**Q:** I measure the stiffness of germanium, and I have been handed ten computed values for the same crystal. They run from 55 to 70 GPa, and my own value lies above them all. Is there any order in this?

Bulk modulus of germanium (space group Fd-3m, two-atom input cell, 22.64 Å³/atom) from Kohn-Sham DFT without spin polarization, fitted to energies at five (FLEUR) or seven (other programs) volumes, with Fermi-Dirac smearing of 0.05 eV. The last column refers to a measured bulk modulus of 75.8 GPa (arXiv:1908.00180).

| program | functional | how the value is got | potentials or basis | wave cutoff (eV) | k-mesh | computed bulk modulus (GPa) | computed over measured, less one (%) |
| --- | --- | --- | --- | --- | --- | --- | --- |
| FLEUR MaX-R8.1 (later development tree) (1) | PW91 | fit, rest volume 23.86 Å³/atom | all electron | n/a | 8x8x8 | 54.7 | -27.8 |
| GPAW 26.7.0 (1) | AM05 | fit, rest volume 23.02 Å³/atom | PAW data sets made by gpaw setup for the functional | 600.0 | 8x8x8 | 65.6 | -13.5 |
| GPAW 26.7.0 (2) | RPBE+D4 | fit, rest volume 22.93 Å³/atom | GPAW PAW data sets (gpaw data 1.2.1) | 600.0 | 8x8x8 | 65.7 | -13.3 |
| exciting sodium | PBEsol | fit, rest volume 22.85 Å³/atom | all electron LAPW+lo, shipped species files | n/a | 8x8x8 | 65.8 | -13.2 |
| ABINIT 10.8.3 (1) | PBEsol | fit, rest volume 22.90 Å³/atom | JTH PAW PBE v2.0 | 598.7 | 8x8x8 | 66.1 | -12.8 |
| FLEUR MaX-R8.1 (later development tree) (2) | WC | fit, rest volume 22.89 Å³/atom | all electron | n/a | 8x8x8 | 66.5 | -12.3 |
| FLEUR MaX-R8.1 (later development tree) (3) | MJW | fit, rest volume 22.26 Å³/atom | all electron | n/a | 8x8x8 | 69.9 | -7.8 |
| ABINIT 10.8.3 (2) | r2SCAN | fit, rest volume 22.94 Å³/atom | JTH PAW PBE v2.0 | 707.5 | 8x8x8 | 70.0 | -7.7 |
| FLEUR MaX-R8.1 (later development tree) (4) | LDA | fit, rest volume 22.20 Å³/atom | all electron | n/a | 8x8x8 | 70.1 | -7.5 |
| FLEUR MaX-R8.1 (later development tree) (5) | SCAN | fit, rest volume 22.78 Å³/atom | all electron | n/a | 8x8x8 | 70.2 | -7.4 |

**A:** There is, once you look at the rest volume in the third column. That is the volume at which a functional finds the crystal free of pressure, and each modulus is taken there. PW91 gives the largest crystal and the softest one. LDA and its close relative MJW give the smallest crystals and belong to the stiff end, with most of the gradient functionals in between.

**Q:** Why should a larger crystal be softer?

**A:** Its bonds are already stretched. The further apart the atoms already sit, the less extra force it takes to change their distance, because the orbitals overlap less and both the binding and the repulsion between the atoms fade. A functional that binds too weakly therefore lets the crystal expand and then reports the modulus of a stretched crystal.

**Q:** Then SCAN and r2SCAN puzzle me. They are as stiff as LDA, yet their crystals are clearly larger.

**A:** Those two rows break the rule. To size the break we need to know what stretching alone would do. Suppose a functional differed from LDA only by a constant outward pressure. Its energy would then differ by a straight line in the volume, which moves the minimum but adds no curvature. Since the modulus comes from the curvature, the new crystal would simply be LDA germanium, stretched.

The modulus of stretched LDA germanium follows from LDA's own energy curve. If the modulus changes in proportion to pressure, then

$$B(V)=B_0\left(\frac{V_0}{V}\right)^{B'}$$

Here $B_0$ and $V_0$ are LDA's modulus and rest volume, and $B'=4.09$ is the gain in modulus per unit of pressure, taken from the same LDA run. At the rest volume of r2SCAN this gives $70.1\times(22.20/22.94)^{4.09}=61.3$ GPa.

**Q:** And r2SCAN actually gives 70.0.

**A:** So it is about 9 GPa stiffer than its volume explains, and SCAN about 7. The gradient functionals also lie above the LDA curve, but only by 2.5 to 5 GPa, while MJW nearly falls on it. No row was used to adjust the curve, apart from LDA, which defines it. The printed analysis after this text lists every row.

**Q:** What does it mean that even the ordinary gradient functionals lie above the curve?

**A:** It means that their outward push is not constant. Imagine a push that fades as the crystal expands. If you squeeze the crystal, the push grows and resists you; if you stretch it, the push dies away and no longer helps you. Either way the crystal feels stiffer. The faster the push fades, the more stiffness it adds.

**Q:** Can you see this in the numbers, or is it only a picture?

**A:** You can see it by comparing PBEsol and r2SCAN, which were run in the same program with the same atomic data. At the volume of the input cell, their outward pushes agree to 0.2 GPa. Their stiffnesses at that volume, taken directly from the computed energies, differ by about 6 GPa. The two functionals push equally hard there, but the push of r2SCAN fades faster.

**Q:** Could the programs themselves cause such differences?

**A:** The one functional that appears in two programs is PBEsol, and its two values differ by only 0.3 GPa. A weaker point is that the atomic data behind both ABINIT rows, PBEsol and r2SCAN, were made for another functional, PBE. Both runs also warned that the spheres around neighbouring atoms overlap, and the r2SCAN run warned that the density fell below its allowed floor at some points. SCAN was run with all electrons and needs no such data. It is 3.7 GPa stiffer than WC in the same program, and its smaller volume accounts for only about 1.2 GPa of that. The break therefore shows up without the borrowed data as well, though its exact size for r2SCAN is less certain.

**Q:** What do SCAN and r2SCAN have that the others lack?

**A:** The gradient functionals see the electron density and how steeply it varies. SCAN and r2SCAN also see the kinetic-energy density, a measure of how strongly the orbitals vary in space. With it they can tell a covalent bond between two atoms from the more even overlap found in a metal. Germanium is held together by covalent bonds, so these functionals can treat the stretching of a bond differently.

That is a plausible cause of the break, but the argument is incomplete. It explains why the response to stretching may change, not why it should change towards greater stiffness. The direction comes from the calculations, and they do not isolate the contribution of this one ingredient.

The band gap may have a share as well. At the input volume r2SCAN still has a gap of about 0.4 eV on the k-mesh, while PBEsol has none. Once the gap has closed, electrons can move into levels that sink as the crystal expands, and this is expected to soften it. It is unlikely to be the whole story, though. In the most compressed cells both functionals keep a gap, and there too the energy curve of r2SCAN bends more sharply.

**Q:** So a row that sits in the middle of the table, such as RPBE+D4, is an ordinary case?

**A:** It only looks like one. D4 adds the attraction between fluctuating charges, and here it pulls the crystal inward with a pressure of probably about 5 GPa. Without that pull, the energy of RPBE would still be falling at the largest volume computed. The pull also weakens as the crystal expands, and an inward pull that fades does the opposite of a fading push: it takes probably about 10 GPa off the stiffness at the input volume. The ordinary modulus is what remains after two large effects have worked against each other.

The printed analysis gives twice these sizes, because it takes the recorded D4 energies as energies per atom, although their label says only eV. Read that way, they would make the crystal of plain RPBE implausibly large. They most likely belong to the cell of two atoms, so I have halved them.

**Q:** Which functional should I blame most for missing my measurement?

**A:** PW91 misses it by 21 GPa, but mainly because its crystal is too large. At the input volume, which is close to the measured volume of germanium, its stiffness comes within about 2 GPa of your value. LDA behaves the other way round: its shortfall of 6 GPa grows to 11 when its small crystal is stretched to the input volume. Its small volume hides part of its softness.

Treat the PW91 modulus itself with some care. Its minimum lies near the end of the computed volumes, with a single point beyond it, and the run used a smaller basis than the other rows from that program. Your measurement also contains thermal and zero-point motion, which usually soften a crystal. The fair target for these motionless crystals is therefore somewhat higher than your value, and the true shortfalls somewhat larger.

**Q:** What would you compute next?

**A:** All-electron r2SCAN, in the program that ran SCAN. At the input volume r2SCAN is about 3 GPa stiffer than SCAN, although the two are built on the same idea. That gap may belong to the functionals, to the borrowed atomic data or to the two different programs, and the present rows cannot tell which.

Output of the analysis:

```
Rows against the LDA curve and at the input volume:
                                          row  rest volume A3/atom  LDA curve there GPa  excess over LDA curve GPa  outward push beyond LDA at input volume GPa  stiffness at input volume GPa
  FLEUR MaX-R8.1 (later development tree) (1)                23.86                 52.2                      2.502                                        4.724                          74.75
                              GPAW 26.7.0 (1)                23.02                60.49                      5.113                                        2.478                          71.23
                              GPAW 26.7.0 (2)                22.92                61.48                      4.223                                        2.215                          70.95
                              exciting sodium                22.85                62.26                       3.54                                        1.973                             69
                            ABINIT 10.8.3 (1)                 22.9                61.76                      4.341                                        2.114                          69.89
  FLEUR MaX-R8.1 (later development tree) (2)                22.89                61.87                      4.633                                        2.079                             69
  FLEUR MaX-R8.1 (later development tree) (3)                22.26                69.35                     0.5531                                       0.1769                          65.02
                            ABINIT 10.8.3 (2)                22.94                 61.3                      8.698                                        2.315                          75.77
  FLEUR MaX-R8.1 (later development tree) (4)                 22.2                 70.1                          0                                            0                          65.02
  FLEUR MaX-R8.1 (later development tree) (5)                22.78                63.09                      7.109                                        1.778                          72.54
smallest excess over the LDA curve among gradient functionals (GPa): 2.502
largest excess over the LDA curve among gradient functionals (GPa): 5.113
LDA curve evaluated at the input volume (GPa): 64.71
largest error of the input-volume stiffness from energies rounded to 0.0001 eV (GPa): 0.8846
PBEsol in ABINIT less PBEsol in exciting (GPa): 0.3
r2SCAN less PBEsol in ABINIT, modulus at rest (GPa): 3.9
r2SCAN less PBEsol in ABINIT, rest volume (A3/atom): 0.04166
r2SCAN less PBEsol in ABINIT, outward push at input volume (GPa): 0.2008
r2SCAN less PBEsol in ABINIT, stiffness at input volume (GPa): 5.883
SCAN less WC in FLEUR, modulus at rest (GPa): 3.7
SCAN less WC in FLEUR, part expected from rest volume on the LDA curve (GPa): 1.224
PW91 below measured at its rest volume (GPa): 21.11
PW91 below measured at the input volume (GPa): 1.057
LDA below measured at its rest volume (GPa): 5.708
LDA below measured at the input volume (GPa): 10.79
inward pressure of D4 at the input volume (GPa): 9.781
D4 part of the stiffness at the input volume (GPa): -20.35
RPBE energy without D4, change over the last volume step (meV/atom): -18.66
```
